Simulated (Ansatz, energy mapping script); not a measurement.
## CoO: exchange couplings from total energies

Wanted: the magnetic order of CoO, its couplings and an estimate of its ordering temperature, by PBE+U (4.2 eV).

Program: Ansatz 0.2.0. Level of theory: PBE with U = 4.2 eV on Co d, ortho-atomic projectors, D4 dispersion, SCF threshold 1e-05 eV; plane waves, U on orthogonalised atomic orbitals unless named otherwise, collinear spin, no spin–orbit coupling. Results are calculated unless marked as measured.

**1. Set-up**

The structure is trigonal, space group R-3m (No. 166). Conventional cell: a = 3.011 Å, b = 3.011 Å, c = 7.320 Å, α = 90.00°, β = 90.00°, γ = 120.00°. Nearest to Co lie 6 O at 2.12 Å. O has 6 Co at 2.12 Å nearest. Farther neighbours and most contacts between anions are not listed.

Coordinates:

```cif
data_structure
_symmetry_space_group_name_H-M 'P 1'
_symmetry_Int_Tables_number 1
_cell_length_a 2.9959
_cell_length_b 2.9959
_cell_length_c 2.9959
_cell_angle_alpha 60.333
_cell_angle_beta 60.333
_cell_angle_gamma 60.333
_cell_volume 19.16
loop_
_atom_site_label
_atom_site_type_symbol
_atom_site_fract_x
_atom_site_fract_y
_atom_site_fract_z
_atom_site_occupancy
Co1 Co 0.00000 0.00000 0.00000 1
O2 O 0.50000 0.50000 0.50000 1
```

The cell comes from a database of computed structures, and need not be the one that the compound takes in experiment.

A Hubbard U penalises fractional filling of the shell. It raises the cost of virtual hops to the neighbours, so couplings that rest on such hops usually weaken. Settings are also changed on purpose: D4 dispersion, SCF threshold 1e-05 eV.

**2. One set of occupation matrices for all orders**

A corrected shell can settle in several orbital fillings. One parallel run, with an occupation width a fifth wider than the orders use, therefore is to supply the occupation matrices. All orders start from them.

Input file input.yaml:

```yaml
crystal:
  lattice:
    - [1.505469545, 0.869183247, 2.439926906]
    - [-1.505469545, 0.869183247, 2.439926906]
    - [0.0, -1.738366494, 2.439926906]
  atoms:
    - { symbol: Co, position: [0.0, 0.0, 0.0], spin: 3.0 }
    - { symbol: O, position: [0.5, 0.5, 0.5] }
magnetization:
  spin_polarized: true
kpoints:
  mp_grid: { grid: [10, 10, 10] }
hamiltonian:
  xc: pbe
  hubbard:
    sites: [{ species: Co, l: d, u_eff: 4.2 }]
    projectors: ortho-atomic
  dispersion: d4
scf:
  occupations: { method: fermi_dirac, width: 0.06 }
  convergence: { dr2_threshold: 1.0e-05 }
output:
  eigenvalues: true
```

Launch:

```sh
ansatz run input.yaml --threads 4 --pin off --max-ram 8192MiB --backend cpu --events-out ev --progress --plain --runs-dir out
```

Numbers of over 12 decimals in the logs are rounded to 6 here.

Log:

```text
Engine: ansatz 0.2.0, aarch64-unknown-linux-gnu
Pseudopotentials: kind: paw
Pseudopotential: Co, paw, valence charge 17, recommended cutoff 420 eV (normal), Co.paw.azcp
Pseudopotential: O, paw, valence charge 6, recommended cutoff 420 eV (normal), O.paw.azcp
Functional definition: PBE
  parameter kappa = 0.804
  parameter beta = 0.066725
  exchange = pbe_x(kappa = kappa, mu = beta*pi^2/3)
  correlation = pbe_c(beta = beta)
Crystal: 2 atoms, lattice volume = 19.156 Å³
Basis set: ecut = 420 eV, 339 PW (Γ)
Bands: 17, of which v1, the nominal top of the filled ones, is band 12 counted from 1 (11 counted from 0)
Symmetry: 12 space group operations
Space group: R-3m (ITA 166), of the structure as read, at distance tolerance 2.7e-5 Å
Magnetic group: BNS 166.97 (UNI 1327), of the structure as read, at distance tolerance 2.7e-5 Å
k-points: 116 of 1000
Non-local potential: Co, projectors of the file, l = 0: 3, l = 1: 2, l = 2: 3, l = 3: 1
Non-local potential: O, projectors of the file, l = 0: 2, l = 1: 2, l = 2: 1
PAW form: soft (Blöchl's): semilocal exchange-correlation on the pseudo side does not see the compensation charge
PAW one-centre angular grid: Co, 590 points (default); XC on 64 Gauss nodes
PAW one-centre angular grid: O, 110 points (default); XC on 64 Gauss nodes
Initial density: superposition of atomic densities (chi_scale 0.1, normalization cell, long waves kept (reshape's long-wave potential 0.00 eV rms))
Starting moments: Σ|m| = 3 μB on 1 of 2 sites
Initial wavefunctions: pseudopotential atomic-orbital guess
Functional: x = pbe(κ = 0.804, μ = 0.219515), c = pbe(β = 0.066725)
SCF iter   1: F=—  HF=-5691.630430 eV  |F-HF|=—  |Δ(HF+E_count)|=         —  Δρ=3.20e-1 (↑9.35e-2 ↓3.20e-1)  dr2=2.41e1  dr2_m=2.88e0  M=1.796 μB ∫|m|=1.796 μB  β_m=0.30  ethr=3.10e-3  ⟨swp⟩=5.6  Hψ=17113  notcnv=0
preconditioner: auto → none  [metal: Δε(μ)=0.001 eV  Ē_g=14.829 eV  σ=0.060 eV  W_gap=0.01  n_scr=8 (ndim 8)  ℏωp=32.9 eV  f_vac=0.000  D(μ)=3.49/eV (n_scr^D=58)  sad-step TF]
SCF iter   2: F=—  HF=-5690.140637 eV  |F-HF|=—  |Δ(HF+E_count)|=    1.49e0  Δρ=9.81e-2 (↑5.67e-2 ↓9.81e-2)  dr2=1.16e0  dr2_m=5.33e-1  M=3.000 μB ∫|m|=3.001 μB  β_m=1.00  ethr=3.10e-3  ⟨swp⟩=3.0  Hψ=10683  notcnv=0  defer=78
SCF iter   3: F=—  HF=-5690.145851 eV  |F-HF|=—  |Δ(HF+E_count)|=   5.21e-3  Δρ=3.30e-2 (↑3.30e-2 ↓3.06e-2)  dr2=2.64e-1  dr2_m=5.17e-3  M=3.000 μB ∫|m|=3.008 μB  β_m=1.00  ethr=3.10e-3  ⟨swp⟩=3.0  Hψ=9344  notcnv=0  defer=54
SCF iter   4: F=—  HF=-5690.410545 eV  |F-HF|=—  |Δ(HF+E_count)|=   2.65e-1  Δρ=1.28e-2 (↑1.06e-2 ↓1.28e-2)  dr2=2.73e-2  dr2_m=4.65e-3  M=2.967 μB ∫|m|=2.979 μB  β_m=0.30  ethr=1.15e-3  ⟨swp⟩=2.2  Hψ=7397  notcnv=0  defer=74
Mixer restart at iter 4: flushing history
[...]
SCF 1 converged in 19 iterations: F = -5690.967537 eV  dr2 = 2.60e-8
[...]
Symmetry: 4 space group operations
k-points: 282 of 1000
[...]
Starting moments: Σ|m| = 3 μB on 1 of 2 sites; this step starts from the density that it was given
[...]
SCF 2 converged in 5 iterations: F = -5691.770533 eV  dr2 = 6.77e-7
[...]
SCF 3 converged in 2 iterations: F = -5691.770534 eV  dr2 = 2.10e-7
[...]
an SCF along what the orbitals of the run's state read of its open shells (or to have them read: on a GPU, or by another smearing), with 8 of the crystal's symmetry operations given up (282 k-points in place of 116), reached no lower state that the run goes on to. This is no proof of a minimum
Symmetry: 2 space group operations
k-points: 504 of 1000
[...]
an SCF along what the orbitals of the run's state read of its open shells (or to have them read: on a GPU, or by another smearing), with 10 of the crystal's symmetry operations given up (504 k-points in place of 116), reached no lower state that the run goes on to. This is no proof of a minimum
SCF converged after 2 iterations
Stability not told: the SCF's own minimisation came to no verdict on its close; the lowest value that the minimisation read is 4.2e-2 (residual 2.0e-4): no lower mode is shown, and none is ruled out
Magnetization: 3.0000 μB (13.0000 up, 10.0000 down)
Absolute magnetization: 3.0051 μB (∫|ρ↑−ρ↓|, with the PAW one-centre terms)
Spin contamination: 0.0031 ħ² per cell (⟨S²⟩ above its minimum at these occupations)
Per-site moments (μB) at R_I (Å): [(2.613137, 0.876039), (0.212173, 0.876039)]
Free energy (F): -5691.770534 eV
Harris-Foulkes:  -5691.770534 eV  (|F-HF|=6.60e-8)
Internal energy: -5691.770534 eV  (E = F + TS)
E sigma→0 (E₀):  -5691.770534 eV
Entropy (-TS):   -0.000000 eV (-0.000 meV/atom)
Fermi energy:    14.428306 eV
--- Per-component energies (eV) ---
  E_band       = -316.740447
  E_kinetic    = 617.693829
  E_local      = -3418.573525  (includes V_loc(G=0)·N_el)
  E_nonlocal   = 514.753570
  E_hartree    = 1403.064064
  E_xc         = -228.992818
  E_vxc        = -294.265854  (∫ρ·V_xc dr)
  E_hubbard    = 0.637113  (on-site DFT+U / exact-exchange correction)
  E_vhub       = -14.026333  (the Hubbard potential's part of the band-sum identity)
  E_paw        = -1677.117047  (= ΣΔE_a)
  E_vpaw       = -528.467761  (= ΣTr[D̂ρ^β])
  E_aug_tail   = 0.002521  (compensation charges beyond the density's cutoff)
  E_ewald      = -2902.684276
  E_disp       = -0.553964  (pairwise vdW)
  E_smearing   = -0.000000  (= −TS)
  E_closure    = -0.000000  (closes the sum)
  Σ components = -5691.770534   (vs F -5691.770534, Δ=0.00e0)
--- Band table (eV; the first three rows and the last of 564) ---
  k-point 0 ↑: bands = [... 8 lower, 9.0208, 9.0389, 11.2604, 11.3188, 11.3686, 15.0914, 30.7332, 31.7671, ... 1 higher]
  k-point 1 ↑: bands = [... 8 lower, 9.0731, 9.0890, 10.7187, 11.6289, 11.6668, 15.8142, 28.7961, 31.7534, ... 1 higher]
  k-point 2 ↑: bands = [... 8 lower, 9.2453, 9.2600, 9.9974, 12.2841, 12.3055, 17.1713, 26.4531, 30.4202, ... 1 higher]
  k-point 281 ↓: bands = [... 8 lower, 12.2377, 12.4836, 16.2964, 17.8939, 18.0011, 19.4388, 24.4966, 27.9778, ... 1 higher]
Occupation matrices written to <dir>
```

Run time: 35 s. Hardware: 4 threads of Arm Neoverse V1, shared host; peak memory 0.97 GiB.

The run finished with changed settings (disp = "d4" and dr2 = 1e-05); it serves as a test.

**3. Parallel start in cell A (4 atoms)**

The parallel order is the zero of energy for this cell and mesh.

Input file input.yaml:

```yaml
crystal:
  lattice:
    - [1.505469545, 0.869183247, 2.439926906]
    - [1.505469545, -0.869183247, -2.439926906]
    - [-1.505469545, 4.345916235, -2.439926906]
  atoms:
    - { symbol: Co, position: [0.0, 0.5, 0.5], spin: 3.0 }
    - { symbol: Co, position: [0.0, 0.0, 0.0], spin: 3.0 }
    - { symbol: O, position: [0.5, 0.75, 0.25] }
    - { symbol: O, position: [0.5, 0.25, 0.75] }
magnetization:
  spin_polarized: true
kpoints:
  mp_grid: { grid: [10, 10, 10] }
hamiltonian:
  xc: pbe
  hubbard:
    sites:
      - { species: Co, l: d, u_eff: 4.2 }
      - { site: 0, l: d, u_eff: 4.2, starting_ns: [{ spin: up, occupation_matrix: co1_major }, { spin: down, occupation_matrix: co1_minor }] }
      - { site: 1, l: d, u_eff: 4.2, starting_ns: [{ spin: up, occupation_matrix: co1_major }, { spin: down, occupation_matrix: co1_minor }] }
    projectors: ortho-atomic
    occupation_matrices:
      co1_major:
        matrix:
          - [0.999, 0.0, 0.0, 0.0, 0.0]
          - [0.0, 0.998, 0.0, 0.0, -0.001]
          - [0.0, 0.0, 0.998, -0.001, 0.0]
          - [0.0, 0.0, -0.001, 0.998, 0.0]
          - [0.0, -0.001, 0.0, 0.0, 0.998]
      co1_minor:
        matrix:
          - [0.852, 0.0, 0.299, -0.141, 0.0]
          - [0.0, 0.273, 0.0, 0.0, -0.317]
          - [0.299, 0.0, 0.218, -0.011, 0.0]
          - [-0.141, 0.0, -0.011, 0.103, 0.0]
          - [0.0, -0.317, 0.0, 0.0, 0.851]
  dispersion: d4
scf:
  occupations: { method: fermi_dirac, width: 0.05 }
  convergence: { dr2_threshold: 1.0e-05 }
output:
  eigenvalues: true
```

Log:

```text
[...]
Crystal: 4 atoms, lattice volume = 38.313 Å³
Basis set: ecut = 420 eV, 707 PW (Γ)
Bands: 32, of which v1, the nominal top of the filled ones, is band 23 counted from 1 (22 counted from 0)
Symmetry: 8 space group operations
[...]
k-points: 282 of 1000
[...]
Starting moments: Σ|m| = 6 μB on 2 of 4 sites
[...]
SCF iter   1: F=—  HF=-11384.408069 eV  |F-HF|=—  |Δ(HF+E_count)|=         —  Δρ=1.81e-1 (↑7.68e-2 ↓1.81e-1)  dr2=1.66e1  dr2_m=1.33e0  M=5.337 μB ∫|m|=5.339 μB  β_m=0.30  ethr=3.10e-3  ⟨swp⟩=5.6  Hψ=65301  notcnv=0  defer=14
[...]
spin=Collinear: Kerker preconditioning applied to the charge; magnetization (m = ρ↑ − ρ↓) channel mixes plain (no charge-response kernel on spin).
SCF iter   2: F=—  HF=-11382.759465 eV  |F-HF|=—  |Δ(HF+E_count)|=    1.65e0  Δρ=7.47e-2 (↑3.81e-2 ↓7.47e-2)  dr2=8.88e-1  dr2_m=6.37e-1  M=6.000 μB ∫|m|=6.004 μB  β_m=1.00  ethr=3.10e-3  ⟨swp⟩=3.0  Hψ=42116  notcnv=0  defer=1207
[...]
SCF iter  11: F=-11383.541144 eV  HF=-11383.541144 eV  |F-HF|=1.57e-7  |Δ(HF+E_count)|=   2.48e-5  Δρ=4.67e-5 (↑1.03e-5 ↓4.67e-5)  dr2=4.85e-7  dr2_m=2.64e-7  M=6.000 μB ∫|m|=6.013 μB  ethr=1.66e-8  ⟨swp⟩=5.0  Hψ=57809  notcnv=0
SCF 1 converged in 11 iterations: F = -11383.541144 eV  dr2 = 4.85e-7
[...]
SCF converged after 11 iterations
Magnetization: 6.0000 μB (26.0000 up, 20.0000 down)
Absolute magnetization: 6.0097 μB (∫|ρ↑−ρ↓|, with the PAW one-centre terms)
[...]
Per-site moments (μB) at R_I (Å): [(2.613149, 0.876039), (2.613149, 0.876039), (0.212087, 0.876039), (0.212087, 0.876039)]
Free energy (F): -11383.541144 eV
[...]
Internal energy: -11383.541144 eV  (E = F + TS)
E sigma→0 (E₀):  -11383.541144 eV
Fermi energy:    14.423603 eV
[...]
--- Specified on-site occupations, and those of the state reported ---
  electrons in the specified blocks: 14.5760 specified, 14.5719 found
  site 1 (l=d) ↑: largest change of an orbital's occupation 0.0007; electrons 4.9910 specified, 4.9903 found; spectral distance 0.0009
[...]
site 1 (l=d) ↓: largest change of an orbital's occupation 0.0006; electrons 2.2970 specified, 2.2957 found; spectral distance 0.0007
[...]
--- Band table (eV; the first three rows and the last of 564) ---
  k-point 0 ↑: bands = [... 19 lower, 9.7649, 9.9001, 11.2616, 11.3199, 11.3695, 13.5863, 13.5940, 15.0915, ... 5 higher]
  k-point 1 ↑: bands = [... 19 lower, 9.7452, 9.8825, 11.0997, 11.4043, 11.4493, 13.5429, 13.5496, 15.2973, ... 5 higher]
  k-point 2 ↑: bands = [... 19 lower, 9.6885, 9.8378, 10.7196, 11.6298, 11.6676, 13.4165, 13.4202, 15.8144, ... 5 higher]
  k-point 281 ↓: bands = [... 19 lower, 12.4826, 15.8937, 16.2307, 16.2952, 16.5774, 17.8942, 18.0012, 19.4391, ... 5 higher]
Occupation matrices written to <dir>
```

It took 14 s on 4 threads; peak memory 0.78 GiB; 51 s of CPU time.

The run ends ferromagnetic.

**4. Compensated +− start in cell A (4 atoms)**

This order reverses 6 of the 12 neighbours at 3.00 Å, 6 of the 6 neighbours at 4.25 Å and 12 of the 24 neighbours at 5.20 Å, counted for an average magnetic atom.

Edit input.yaml of step 3 so:

```diff
@@ -7,3 +7,3 @@
     - { symbol: Co, position: [0.0, 0.5, 0.5], spin: 3.0 }
-    - { symbol: Co, position: [0.0, 0.0, 0.0], spin: 3.0 }
+    - { symbol: Co, position: [0.0, 0.0, 0.0], spin: -3.0 }
     - { symbol: O, position: [0.5, 0.75, 0.25] }
@@ -20,3 +20,3 @@
       - { site: 0, l: d, u_eff: 4.2, starting_ns: [{ spin: up, occupation_matrix: co1_major }, { spin: down, occupation_matrix: co1_minor }] }
-      - { site: 1, l: d, u_eff: 4.2, starting_ns: [{ spin: up, occupation_matrix: co1_major }, { spin: down, occupation_matrix: co1_minor }] }
+      - { site: 1, l: d, u_eff: 4.2, starting_ns: [{ spin: up, occupation_matrix: co1_minor }, { spin: down, occupation_matrix: co1_major }] }
     projectors: ortho-atomic
```

Log:

```text
[...]
Crystal: 4 atoms, lattice volume = 38.313 Å³
Basis set: ecut = 420 eV, 707 PW (Γ)
Bands: 32, of which v1, the nominal top of the filled ones, is band 23 counted from 1 (22 counted from 0)
Symmetry: 4 space group operations
[...]
k-points: 282 of 1000
[...]
Starting moments: Σ|m| = 6 μB on 2 of 4 sites
Starting magnetic order: antiferromagnet; a translation exchanges its spin sublattices: spin-degenerate at every k-point
[...]
SCF iter   1: F=—  HF=-11385.066183 eV  |F-HF|=—  |Δ(HF+E_count)|=         —  Δρ=1.42e-1 (↑1.42e-1 ↓1.42e-1)  dr2=1.76e1  dr2_m=1.32e0  M=0.000 μB ∫|m|=4.550 μB  β_m=0.30  ethr=3.10e-3  ⟨swp⟩=5.6  Hψ=33048  notcnv=0  defer=76
[...]
SCF iter  13: F=-11383.717951 eV  HF=-11383.717956 eV  |F-HF|=5.12e-6  |Δ(HF+E_count)|=   5.54e-6  Δρ=1.14e-4 (↑1.14e-4 ↓1.14e-4)  dr2=8.41e-6  dr2_m=1.12e-6  M=0.000 μB ∫|m|=5.523 μB  ethr=2.39e-9  ⟨swp⟩=2.5  Hψ=35501  notcnv=0
SCF 1 converged in 13 iterations: F = -11383.717951 eV  dr2 = 8.41e-6
[...]
SCF converged after 13 iterations
Magnetization: 0.0000 μB (23.0000 up, 23.0000 down)
Absolute magnetization: 5.5194 μB (∫|ρ↑−ρ↓|, with the PAW one-centre terms)
[...]
Per-site moments (μB) at R_I (Å): [(2.550527, 0.876039), (-2.550527, 0.876039), (1.0978717147930231e-16, 0.876039), (-1.377379043553104e-16, 0.876039)]
Free energy (F): -11383.717951 eV
[...]
Internal energy: -11383.717951 eV  (E = F + TS)
E sigma→0 (E₀):  -11383.717951 eV
Fermi energy:    14.201209 eV
[...]
--- Specified on-site occupations, and those of the state reported ---
  electrons in the specified blocks: 14.5760 specified, 14.6347 found
[...]
--- Band table (eV; the first three rows and the last of 564) ---
  k-point 0 ↑: bands = [... 19 lower, 11.4081, 11.4596, 11.8240, 11.8336, 15.3772, 15.9055, 17.0812, 17.0863, ... 5 higher]
  k-point 1 ↑: bands = [... 19 lower, 11.3065, 11.3404, 11.9924, 12.0090, 15.5828, 15.8828, 17.0615, 17.0659, ... 5 higher]
  k-point 2 ↑: bands = [... 19 lower, 11.2126, 11.2334, 12.2676, 12.2852, 15.8199, 16.1044, 17.0095, 17.0121, ... 5 higher]
  k-point 281 ↓: bands = [... 19 lower, 11.0440, 11.7181, 12.1254, 12.8224, 16.1865, 17.1636, 17.3013, 19.2319, ... 5 higher]
Occupation matrices written to <dir>
```

Elapsed: 9 s, on 4 threads; peak memory 0.74 GiB.

The run ends antiferromagnetic, 88.40 meV a magnetic atom below the parallel order of its cell.

**5. Order 3: parallel, cell B of 4 atoms**

The parallel order again, as the reference for this cell.

This run holds the same structure in another cell (b 2.996 → 3.011 Å, c 5.206 → 4.247 Å, α 90.3 → 90.0°, β 106.5 → 90.4°, γ 119.7 → 90.0°).

Input file input.yaml:

```yaml
crystal:
  lattice:
    - [-1.505469545, -0.869183247, -2.439926906]
    - [-1.505469545, 2.607549741, 0.0]
    - [3.01093909, 1.738366494, -2.439926906]
  atoms:
    - { symbol: Co, position: [0.5, 0.5, 0.5], spin: 3.0 }
    - { symbol: Co, position: [0.0, 0.0, 0.0], spin: 3.0 }
    - { symbol: O, position: [0.5, 0.5, 0.0] }
    - { symbol: O, position: [0.0, 0.0, 0.5] }
magnetization:
  spin_polarized: true
kpoints:
  mp_grid: { grid: [9, 9, 6] }
hamiltonian:
  xc: pbe
  hubbard:
    sites:
      - { species: Co, l: d, u_eff: 4.2 }
      - { site: 0, l: d, u_eff: 4.2, starting_ns: [{ spin: up, occupation_matrix: co1_major }, { spin: down, occupation_matrix: co1_minor }] }
      - { site: 1, l: d, u_eff: 4.2, starting_ns: [{ spin: up, occupation_matrix: co1_major }, { spin: down, occupation_matrix: co1_minor }] }
    projectors: ortho-atomic
    occupation_matrices:
      co1_major:
        matrix:
          - [0.999, 0.0, 0.0, 0.0, 0.0]
          - [0.0, 0.998, 0.0, 0.0, -0.001]
          - [0.0, 0.0, 0.998, -0.001, 0.0]
          - [0.0, 0.0, -0.001, 0.998, 0.0]
          - [0.0, -0.001, 0.0, 0.0, 0.998]
      co1_minor:
        matrix:
          - [0.852, 0.0, 0.299, -0.141, 0.0]
          - [0.0, 0.273, 0.0, 0.0, -0.317]
          - [0.299, 0.0, 0.218, -0.011, 0.0]
          - [-0.141, 0.0, -0.011, 0.103, 0.0]
          - [0.0, -0.317, 0.0, 0.0, 0.851]
  dispersion: d4
scf:
  occupations: { method: fermi_dirac, width: 0.05 }
  convergence: { dr2_threshold: 1.0e-05 }
output:
  eigenvalues: true
```

Log:

```text
Warning: crystal.symmetry: narrowed to the stabiliser of the occupation matrices — unitary ops 8 → 4; lowered by the specified shells (site 0, l: d), (site 1, l: d); largest admitted image defect 4.4e-16, smallest excluded 5.6e-1 — at a splitting's scale: the group the occupation matrices' own texture admits
[...]
Crystal: 4 atoms, lattice volume = 38.313 Å³
Basis set: ecut = 420 eV, 723 PW (Γ)
[...]
k-point 1 ↑: bands = [... 19 lower, 9.5523, 10.0043, 10.3173, 10.6302, 11.2519, 11.3182, 11.4151, 15.8276, ... 5 higher]
  k-point 2 ↑: bands = [... 19 lower, 9.1725, 10.6721, 10.8139, 11.1193, 11.1985, 11.3137, 11.4911, 17.4126, ... 5 higher]
  k-point 243 ↓: bands = [... 19 lower, 12.2967, 16.0604, 16.1498, 16.6435, 16.6868, 17.5223, 17.6522, 20.7355, ... 5 higher]
Occupation matrices written to <dir>
[key lines of the parts left out:]
SCF converged after 11 iterations
Magnetization: 6.0000 μB (26.0000 up, 20.0000 down)
Free energy (F): -11383.541641 eV
Fermi energy:    14.405750 eV
```

The job ended after 13 s (4 threads; peak memory 0.71 GiB; 47 s of CPU time).

The run ends ferromagnetic. For each magnetic atom its energy differs from the parallel run of the first cell by -0.25 meV, an error that one common reference would have brought in.

(Continued in part 2 of 2.)

[Logs and program files are shortened in this print: banners, set-up blocks, solver, clock and traceback lines can be left out without a mark of their own.]

[Logs are printed without paths, hosts, clocks, repeated set-up lines and the standing remarks that a program may print on its own settings, such as how far it seeks lower states.]

[Hosts, paths, dates, database ids (printed as entryN), source tags and the programs' standing remarks are cut or masked in the printed files.]

[Where a cell is said to come from a database of computed structures, the database is the Materials Project.]
